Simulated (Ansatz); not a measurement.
AlN at 16 GPa: from Born charge to LO–TO splitting and polaron coupling

Theory: DFT PBEsol, scalar-relativistic, plane waves, PAW (Ansatz 0.2.0). Settings: 420 eV plane-wave cutoff, Γ-centred 10×10×10 mesh, fixed occupations. No spin polarisation. Phonons by linear response, acoustic sum rule imposed.

The cell, relaxed at 16 GPa:
```
Al N
1.0
     0.00000    2.13851    2.13851
     2.13851    0.00000    2.13851
     2.13851    2.13851    0.00000
Al N
1 1
Cartesian
  0.0000 0.0000 0.0000
  3.2078 3.2078 3.2078
```

Other phases may be more stable at this pressure.

Linear response gives ν_TO = 715.6 cm⁻¹, Born charges ±2.539 e (positive on Al) and ε∞ = 4.530. The primitive cell holds 19.560 Å³, and the masses are 26.982 and 14.007 amu.

Task: Find ν_LO and the static dielectric constant.

Result: The long-wave field adds a restoring force: ω_LO² − ω_TO² = Z*²e²/(ε_vac ε∞ μV). In these units ν_LO² − ν_TO² = 4.92064×10⁷ Z*²/(μ V ε∞) cm⁻², with μ = m₁m₂/(m₁ + m₂) = 9.220 amu: 388264 cm⁻². So ν_LO = √(715.6² + 388264) = 948.9 cm⁻¹, and the run gives 948.9. Lyddane–Sachs–Teller then gives ε0 = ε∞ (ν_LO/ν_TO)² = 7.96, against 7.96 in the run (it forms both from the same three quantities, so the match checks the arithmetic only). Between ν_TO and ν_LO the dielectric function is negative and an undamped crystal reflects fully: a reststrahlen band from 10.5 to 14.0 μm.

Task: What do the Clausius–Mossotti polarisability and the Szigeti charge come to?

Result: With the Lorentz local field, α = (3V/4π)(ε∞ − 1)/(ε∞ + 2) = 2.52 Å³ for the pair, and e_S = 3Z*/(ε∞ + 2) = 1.17 e. The Born charge includes the electrons' response to the dipole's own local field, and e_S takes that enhancement out. The Lorentz field assumes point-like polarisable ions, a poor picture once ε∞ is this large, since the electron clouds then overlap or are shared, so both numbers are formal here.

Task: How strongly does a slow electron couple to the LO mode?

Result: For one isotropic parabolic band, Fröhlich's constant is α_F = (1/ε∞ − 1/ε0) √(m* Ry/ħω_LO), with Ry = 13.606 eV, ħω_LO = 117.6 meV and m* in free-electron masses: α_F = 0.0952 × 10.75 × √m* = 1.02 √m*. The band mass isn't part of this run; for m* = 0.1, 0.3 and 1 it gives 0.32, 0.56, 1.02. In weak coupling the polaron lies α_F ħω_LO below the band edge (66 meV at m* = 0.3) with a mass m*(1 + α_F/6); past α_F of about 5 or 6 that expansion fails. A semilocal functional's ε∞ tends to be too large, which taken alone lowers α_F.

This zinc-blende form isn't the usual stable structure of the compound at low pressure.

Cost: 1 run of about 0.22 core-minutes, on Intel Xeon 6975P-C (Granite Rapids) (shared hosts).